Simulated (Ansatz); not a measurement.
SiC built on the wurtzite prototype, relaxed with r2SCAN in Ansatz 0.2.0. Space group P6_3mc (No. 186), hexagonal; a = 3.075 Å, c = 5.048 Å in the conventional setting, 10.34 Å³ an atom. Si is surrounded by 4 C at 1.88–1.90 Å; C is surrounded by 4 Si at 1.88–1.90 Å.

The axes x, y and z are those of this cell:
```
CELL_PARAMETERS angstrom
3.07536 0.00000 0.00000
-1.53768 2.66334 0.00000
0.00000 0.00000 5.04811
ATOMIC_POSITIONS crystal
Si 0.33333 0.66667 0.99959
Si 0.66667 0.33333 0.49959
C 0.33333 0.66667 0.37541
C 0.66667 0.33333 0.87541
```

Unstrained: With PBE the valence top lies at Γ and the conduction bottom at K, 2.277 eV higher; the smallest vertical gap, at M, is 3.978 eV. With r2SCAN the valence top lies at Γ and the conduction bottom at K, 2.653 eV higher; the smallest vertical gap, at M, is 4.476 eV. The HSE06 gap is indirect, 3.160 eV (Γ to K), below the direct gap of 5.060 eV at M. Meshes: PBE 12×12×6, r2SCAN 12×12×6, HSE06 6×6×4. Strains are changes of length per length. After each strain the atoms were relaxed again with r2SCAN within the symmetry that the strain leaves, so tilts or polar shifts that break it weren't tested; points keep the names that they have in the unstrained zone. Calculated for a static, non-magnetic cell.

Q: Estimate what isotropic +3.0 % on every length does to the gap.

A: PBE: the gap goes from 2.277 to 2.434 eV (+0.157 eV); with r2SCAN the top three valence levels at Γ, grouped 2+1 from the top over 112 meV, become 2+1 over 99 meV. r2SCAN: the gap goes from 2.653 to 2.782 eV (+0.129 eV). HSE06: the gap goes from 3.160 to 3.296 eV (+0.136 eV). The r2SCAN energy rises by 54.6 meV an atom.

Q: Apply isotropic -3.0 % on every length. How far does the gap move, against the unstrained cell?

A: PBE: the gap goes from 2.277 to 2.102 eV (-0.175 eV); with r2SCAN the top three valence levels at Γ, grouped 2+1 from the top over 112 meV, become 2+1 over 121 meV. r2SCAN: the gap goes from 2.653 to 2.507 eV (-0.146 eV). HSE06: the gap goes from 3.160 to 3.009 eV (-0.151 eV). The r2SCAN energy rises by 65.0 meV an atom.

Q: Estimate what isotropic -1.0 % on every length does to the gap.

A: PBE: the gap goes from 2.277 to 2.222 eV (-0.055 eV). r2SCAN: the gap goes from 2.653 to 2.607 eV (-0.046 eV). HSE06: the gap goes from 3.160 to 3.113 eV (-0.047 eV). The r2SCAN energy rises by 6.8 meV an atom.

Q: Estimate what isotropic +2.0 % on every length does to the gap.

A: PBE: the gap goes from 2.277 to 2.384 eV (+0.107 eV); with r2SCAN the top three valence levels at Γ, grouped 2+1 from the top over 112 meV, become 2+1 over 104 meV. r2SCAN: the gap goes from 2.653 to 2.741 eV (+0.088 eV). HSE06: the gap goes from 3.160 to 3.252 eV (+0.092 eV). The r2SCAN energy rises by 25.0 meV an atom.

Q: Apply isotropic +4.0 % on every length. How far does the gap move, against the unstrained cell?

A: PBE: the gap goes from 2.277 to 2.483 eV (+0.206 eV); with r2SCAN the top three valence levels at Γ, grouped 2+1 from the top over 112 meV, become 2+1 over 94 meV. r2SCAN: the gap goes from 2.653 to 2.822 eV (+0.169 eV). HSE06: the gap goes from 3.160 to 3.337 eV (+0.177 eV). The r2SCAN energy rises by 94.4 meV an atom.

Q: Apply isotropic +1.0 % on every length. How far does the gap move, against the unstrained cell?

A: PBE: the gap goes from 2.277 to 2.330 eV (+0.053 eV). r2SCAN: the gap goes from 2.653 to 2.695 eV (+0.042 eV). HSE06: the gap goes from 3.160 to 3.205 eV (+0.045 eV). The r2SCAN energy rises by 6.4 meV an atom.

Q: Apply isotropic -2.0 % on every length. How far does the gap move, against the unstrained cell?

A: PBE: the gap goes from 2.277 to 2.162 eV (-0.115 eV); the edges go from Γ → K to Γ–A (0.01) → K; with r2SCAN the top three valence levels at Γ, grouped 2+1 from the top over 112 meV, become 2+1 over 119 meV. r2SCAN: the gap goes from 2.653 to 2.557 eV (-0.096 eV). HSE06: the gap goes from 3.160 to 3.061 eV (-0.099 eV). The r2SCAN energy rises by 28.1 meV an atom.

Q: Apply isotropic -4.0 % on every length. How far does the gap move, against the unstrained cell?

A: PBE: the gap goes from 2.277 to 2.039 eV (-0.238 eV); with r2SCAN the top three valence levels at Γ, grouped 2+1 from the top over 112 meV, become 2+1 over 123 meV. r2SCAN: the gap goes from 2.653 to 2.454 eV (-0.199 eV). HSE06: the gap goes from 3.160 to 2.954 eV (-0.206 eV). The r2SCAN energy rises by 118.9 meV an atom.

The meshes of the hybrids are coarse, so their gaps aren't converged to the digits shown.

The splittings at Γ are without spin-orbit coupling, which regroups them where it is of like size or larger.
